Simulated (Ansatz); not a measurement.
Starting structure of a cell relaxation (symmetry kept):

```cif
data_structure
_symmetry_space_group_name_H-M 'Fm-3m'
_symmetry_Int_Tables_number 225
_cell_length_a 6.2460
_cell_length_b 6.2460
_cell_length_c 6.2460
_cell_angle_alpha 90.000
_cell_angle_beta 90.000
_cell_angle_gamma 90.000
_cell_volume 243.67
loop_
_atom_site_label
_atom_site_type_symbol
_atom_site_symmetry_multiplicity
_atom_site_Wyckoff_symbol
_atom_site_fract_x
_atom_site_fract_y
_atom_site_fract_z
_atom_site_occupancy
Ba1 Ba 4 a 0.00000 0.00000 0.00000 1
F1 F 8 c 0.25000 0.75000 0.75000 1
```

These are results of Ansatz 0.2.0, DFT PBEsol, scalar-relativistic, plane waves, PAW, not measurements.

Cutoff 420 eV; k points 6×6×6 on the computed 3-atom cell (Γ-centred); Gaussian smearing, width 0.02 eV; no spin polarisation.

Q: What does it relax to?

A: The volume decreases by 1.03 Å³/atom to 19.27 Å³/atom, and the energy falls by 9.9 meV/atom. Final structure:
```xyz
3
Lattice="0.0000 3.0690 3.0690 3.0690 0.0000 3.0690 3.0690 3.0690 0.0000" Properties=species:S:1:pos:R:3 pbc="T T T"
Ba    0.0000    0.0000    0.0000
F     1.5345    1.5345    1.5345
F     4.6036    4.6036    4.6036
```

Cost: 1 run of about 0.13 core-minutes, on Arm Neoverse V2 (shared hosts).